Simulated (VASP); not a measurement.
# TaN (P6_3/mmc) in VASP: a series of runs, part 2 of 2

VASP 6.6.1.

**4. Atomic charges, PBEsol**

The input, INCAR:

```
SYSTEM = TaN
PREC     = Accurate       ! precision mode
ENCUT    = 520            ! plane-wave cutoff, eV
EDIFF    = 1E-6           ! SCF threshold, eV
ISMEAR   = 0              ! smearing method
SIGMA    = 0.02           ! smearing width, eV
LREAL    = .FALSE.        ! projectors in reciprocal space
LASPH    = .TRUE.         ! aspherical terms in the spheres
NELM     = 60             ! most SCF steps
ALGO     = Normal         ! electronic algorithm
ISIF     = 2              ! what is computed and relaxed
LWAVE    = .FALSE.        ! write WAVECAR
LCHARG   = .FALSE.        ! write CHGCAR
GGA      = PS             ! functional
LORBIT   = 11             ! projections on sites
```

The input, KPOINTS:

```
regular mesh
0
G
  10 10 5
  0 0 0
```

The input, POSCAR:

```
TaN
1.0
    2.9217699809      0.0000000000      0.0000000000
   -1.4608849905      2.5303270275      0.0000000000
    0.0000000000      0.0000000000      5.9165150000
Ta N
2 2
Direct
    0.0000000000      0.0000000000      0.5000000000
    0.0000000000      0.0000000000      0.0000000000
    0.3333333333      0.6666666667      0.2500000000
    0.6666666667      0.3333333333      0.7500000000
```

Potentials or basis: VASP PAW PBE potentials, release 64 (Ta_pv, N).

On the command line:

```
cat potpaw_PBE.64/Ta_pv/POTCAR potpaw_PBE.64/N/POTCAR > POTCAR
mpirun -np 1 vasp_std > vasp.out
```

OUTCAR:

```text
SYSTEM = TaN
   PREC = Accurate
   ENCUT = 520
   EDIFF = 1E-6
   ISMEAR = 0
   LREAL = .FALSE.
   LASPH = .TRUE.
   NELM = 60
   ISIF = 2
   GGA = PS
   LORBIT = 11

 ion  position               nearest neighbor table
   1  0.000  0.000  0.500-   3 2.24   4 2.24   4 2.24   3 2.24   4 2.24   3 2.24   2 2.96   2 2.96

   2  0.000  0.000  0.000-   3 2.24   4 2.24   4 2.24   3 2.24   4 2.24   3 2.24   1 2.96   1 2.96

   3  0.333  0.667  0.250-   1 2.24   2 2.24   1 2.24   2 2.24   1 2.24   2 2.24
   4  0.667  0.333  0.750-   1 2.24   2 2.24   1 2.24   2 2.24   1 2.24   2 2.24

  LATTYP: Found a hexagonal cell.
 ALAT       =     2.9217699809
 C/A-ratio  =     2.0249763119

  Lattice vectors:

 A1 = (   2.9217699809,   0.0000000000,   0.0000000000)
 A2 = (  -1.4608849905,   2.5303270275,   0.0000000000)
 A3 = (   0.0000000000,   0.0000000000,   5.9165150000)

Analysis of symmetry for initial positions (statically):
=====================================================================
 Subroutine PRICEL returns:
 Original cell was already a primitive cell.

 Routine SETGRP: Setting up the symmetry group for a
 hexagonal supercell.

 Subroutine GETGRP returns: Found 24 space group operations
 (whereof 12 operations were pure point group operations)
 out of a pool of 24 trial point group operations.

The static configuration has the point symmetry D_3d.
 The point group associated with its full space group is D_6h.

Analysis of symmetry for dynamics (positions and initial velocities):
=====================================================================
 Subroutine PRICEL returns:
 Original cell was already a primitive cell.

 Routine SETGRP: Setting up the symmetry group for a
 hexagonal supercell.

 Subroutine GETGRP returns: Found 24 space group operations
 (whereof 12 operations were pure point group operations)
 out of a pool of 24 trial point group operations.

The dynamic configuration has the point symmetry D_3d.
 The point group associated with its full space group is D_6h.

 Subroutine INISYM returns: Found 24 space group operations
 (whereof 12 operations are pure point group operations),
 and found     1 'primitive' translations

----------------------------------------------------------------------------------------

                                     Primitive cell

  volume of cell :      43.7410

  direct lattice vectors                    reciprocal lattice vectors
     2.921769981  0.000000000  0.000000000     0.342258291  0.197602916  0.000000000
    -1.460884991  2.530327027  0.000000000     0.000000000  0.395205833  0.000000000
     0.000000000  0.000000000  5.916515000     0.000000000  0.000000000  0.169018417

  length of vectors
     2.921769981  2.921769981  5.916515000     0.395205833  0.395205833  0.169018417

  position of ions in fractional coordinates (direct lattice)
     0.000000000  0.000000000  0.500000000
     0.000000000  0.000000000  0.000000000
     0.333333333  0.666666667  0.250000000
     0.666666667  0.333333333  0.750000000

  ion indices of the primitive-cell ions
   primitive index   ion index
                 1           1
                 2           2
                 3           3
                 4           4

----------------------------------------------------------------------------------------

[... 31 lines left out ...]
  0.500000  0.000000  0.000000      3.000000
[... 16 lines left out ...]
  0.300000  0.100000  0.200000     24.000000
  0.400000  0.100000  0.200000     24.000000
 [... further k-points ...]
   k-points           NKPTS =     42   k-points in BZ     NKDIM =     42   number of bands    NBANDS=     20
   number of dos      NEDOS =    301   number of ions     NIONS =      4
   total plane-waves  NPLWV =  27648
   dimension x,y,z NGX =    24 NGY =   24 NGZ =   48
   dimension x,y,z NGXF=    48 NGYF=   48 NGZF=   96
   ions per type =               2   2
   NGX,Y,Z   is equivalent  to a cutoff of  13.66, 13.66, 13.49 a.u.
   NGXF,Y,Z  is equivalent  to a cutoff of  27.31, 27.31, 26.97 a.u.
 SYSTEM =  TaN
   PREC   = accura    normal or accurate (medium, high low for compatibility)
   ISTART =      0    job   : 0-new  1-cont  2-samecut
   ICHARG =      2    charge: 1-file 2-atom 10-const
   ISPIN  =      1    spin polarized calculation?
   LNONCOLLINEAR =      F non collinear calculations
   LSORBIT =      F    spin-orbit coupling
   LASPH  =      T    aspherical Exc in radial PAW
   ENCUT  =  520.0 eV  38.22 Ry    6.18 a.u.   5.43  5.43 11.00*2*pi/ulx,y,z
   NELM   =     60;   NELMIN=  2; NELMDL= -5     # of ELM steps
   EDIFF  = 0.1E-05   stopping-criterion for ELM
   LREAL  =      F    real-space projection
   EDIFFG = 0.1E-04   stopping-criterion for IOM
   NSW    =      0    number of steps for IOM
   IBRION =     -1    ionic relax: 0-MD 1-quasi-New 2-CG
   NFREE  =      0    steps in history (QN), initial steepest desc. (CG)
   ISIF   =      2    stress and relaxation
   ISYM   =      2    0-nonsym 1-usesym 2-fastsym
   POTIM  = 0.5000    time-step for ionic-motion
   TEBEG  =    0.0;   TEEND  =   0.0 temperature during run
   PSTRESS=    0.0 pullay stress
   NELECT =      32.0000    total number of electrons
   NUPDOWN=      -1.0000    fix difference up-down
   EMIN   =  10.00;   EMAX   =-10.00  energy-range for DOS
   EFERMI =   0.00;   METHOD = LEGACY
   ISMEAR =     0;   SIGMA  =   0.02  broadening in eV -4-tet -1-fermi 0-gaus
   EFERMI_NEDOS =   21; number of points for ismear=-14 and -15
   IALGO  =     38    algorithm
   IMIX   =      4    mixing-type and parameters
     AMIX     =   0.40;   BMIX     =  1.00
     AMIX_MAG =   1.60;   BMIX_MAG =  1.00
  volume/ion in A,a.u.               =      10.94        73.79
  Fermi-wavevector in a.u.,A,eV,Ry     =   1.475124  2.787581 29.606163  2.175992
  Thomas-Fermi vector in A             =   2.589812
   LORBIT       =     11    0 simple, 1 ext, 2 COOP (PROOUT), +10 PAW based schemes
   GGA     = PS    functional components
   LHFCALC =     F    Hartree Fock is set to
   AEXX    =    0.0000 exact exchange contribution
   IVDW    =     0    specifies the selected vdW correction
   LEPSILON=     F    determine dielectric tensor
   LRPA    =     F    only Hartree local field effects (RPA)
 non-spin polarized calculation
 Gauss-broadening in eV      SIGMA  =   0.02
  energy-cutoff  :      520.00
  volume of cell :       43.74
 maximum number of plane-waves:      1223
 NGX is ok and might be reduce to    24
   NGX = 11   NGY = 11   NGZ = 23

 number of electron      32.0000005 magnetization

 Free energy of the ion-electron system (eV)
  ---------------------------------------------------
  ext. energy  EPLUGINS =         0.00000000
  ---------------------------------------------------
  free energy    TOTEN  =       -46.73120717 eV

  energy without entropy =      -46.73094647  energy(sigma->0) =      -46.73107682

 E-fermi :   7.9159     XC(G=0): -13.4265

 val. band max:        7.9056240989   @ k =   0.1000   0.1000   0.4000
 cond. band min:       7.9503630081   @ k =   0.1000   0.0000   0.2000
 fundamental gap:      0.0447389092
 Fermi energy:         7.9158963832

 k-point     1 :       0.0000    0.0000    0.0000
  band No.  band energies     occupation
      1     -27.6042      2.00000
      2     -26.8529      2.00000
      3     -26.5994      2.00000
      4     -26.5994      2.00000
      5     -26.5381      2.00000
      6     -26.5381      2.00000
[... 541 lines left out ...]
     19      11.8419      0.00000
     20      12.6950      0.00000

 [... further k-points ...]
[... 5 lines left out ...]
  --------------------------------------------------------------------------------------
  -------------------------------------------------------------------------------------
  Total       -2.5514024     -2.5514024     -2.7999969      0.0000000     -0.0000000      0.0000000
  in kB      -93.4546449    -93.4546449   -102.5603465      0.0000000     -0.0000000      0.0000000
  external PRESSURE =     -96.4898787 kB  Pullay stress =       0.0000000 kB

 VOLUME and BASIS-vectors are now :
 -----------------------------------------------------------------------------
  energy-cutoff  :      520.00
  volume of cell :       43.74
      direct lattice vectors                 reciprocal lattice vectors
     2.921769981  0.000000000  0.000000000     0.342258291  0.197602916  0.000000000
    -1.460884991  2.530327027  0.000000000     0.000000000  0.395205833  0.000000000
     0.000000000  0.000000000  5.916515000     0.000000000  0.000000000  0.169018417

 POSITION                                       TOTAL-FORCE (eV/Angst)
 -----------------------------------------------------------------------------------
      0.00000      0.00000      2.95826        -0.000000      0.000000     -0.000000
      0.00000      0.00000      0.00000         0.000000      0.000000     -0.000000
     -0.00000      1.68688      1.47913         0.000000      0.000000      0.000000
      1.46088      0.84344      4.43739        -0.000000     -0.000000     -0.000000
 -----------------------------------------------------------------------------------
    total drift:                               -0.000000      0.000000      0.000000

  FREE ENERGIE OF THE ION-ELECTRON SYSTEM (eV)
  ---------------------------------------------------
  free  energy   TOTEN  =       -46.7312071703 eV

  energy  without entropy=      -46.7309464721  energy(sigma->0) =      -46.73107682

 total charge

# of ion       s       p       d       tot
------------------------------------------
    1        0.294   6.234   2.455   8.983
    2        0.294   6.234   2.455   8.983
    3        1.224   2.465   0.000   3.689
    4        1.224   2.465   0.000   3.689
--------------------------------------------------
tot          3.037  17.398   4.911  25.346
```

It took 26 s on 1 thread of Intel Xeon Platinum 8488C (Sapphire Rapids), shared host; peak memory 0.19 GiB.

Results:

```yaml
Free_energy: -46.7312 eV
Pressure: -9.6 GPa
Band_gap_on_the_k_mesh: none (metal or under the smearing width)
Valence_electrons_inside_the_program's_atomic_spheres: Ta 8.98; N 3.69
```

Caveat: the PAW data sets were made with another functional, which shifts forces and pressure a little. Spin-orbit coupling is left out, which matters for the levels of Ta.

**5. For comparison**

An earlier run on the cell as given: functional PBE; potentials or basis VASP PAW PBE potentials, release 64 (Ta_pv, N); cutoff 520 eV; k mesh 10 × 10 × 5; occupations fermi-dirac, width 0.05 eV; no spin polarisation.

* Pressure: -0.4 GPa
* Band gap on the k mesh: none (metal or under the smearing width)

**6. Summary**

| task | level | potentials or basis | cell | cutoff (eV) | smearing | gap on the mesh (eV) | pressure (GPa) |
| --- | --- | --- | --- | --- | --- | --- | --- |
| relaxation of cell and atoms | PBE | VASP PAW PBE potentials, release 54 (Ta, N) | relaxed | 580 | fermi-dirac 0.05 eV | none | 0.0 |
| single point | PBEsol | VASP PAW PBE potentials, release 64 (Ta_pv, N) | as given | 520 | gaussian 0.02 eV | none | -9.6 |
| atomic charges | PBEsol | VASP PAW PBE potentials, release 64 (Ta_pv, N) | as given | 520 | gaussian 0.02 eV | none | -9.6 |
| single point | PBE | VASP PAW PBE potentials, release 64 (Ta_pv, N) | as given | 520 | fermi-dirac 0.05 eV | none | -0.4 |

Alike in all rows: no spin polarisation; k mesh 10 × 10 × 5.

Caveats: the PAW data sets were made with another functional, which shifts forces and pressure a little (some runs).

Total energies depend on the potentials used, so only differences within one code and one set of settings carry meaning.
